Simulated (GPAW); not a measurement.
Bi: single point with AM05

Crystal: Bi.

```
CELL_PARAMETERS angstrom
-1.98143 1.98143 1.98143
1.98143 -1.98143 1.98143
1.98143 1.98143 -1.98143
ATOMIC_POSITIONS crystal
Bi 0.00000 0.00000 0.00000
```

This isn't the form of Bi at room conditions, which is rhombohedral.

```
Program             : GPAW 26.7.0
Task                : single point
Functional          : AM05
Potentials or basis : PAW data sets generated in the run's folder for this functional
Cutoff              : 600 eV
Basis               : pw
k mesh              : 9 × 9 × 9
Occupations         : fermi-dirac, width 0.05 eV
Spin                : no spin polarisation
Maxiter             : 150
```

```
Pressure               : -2.0 GPa
Band gap on the k mesh : none (metal or under the smearing width)
```

Levels at points of the mesh, in eV from the Fermi level:
| k point | band 5 | band 6 | band 7 | band 8 | band 9 | band 10 |
| --- | --- | --- | --- | --- | --- | --- |
| (0.00, 0.00, 0.00) | -23.10 | -13.47 | 5.10 | 5.10 | 5.10 | 9.11 |

It took 8.9 s on 1 thread of Arm Neoverse V2 (shared host), peak memory 0.14 GiB.

Caveat: spin-orbit coupling is left out, which moves the levels of the heavy elements.
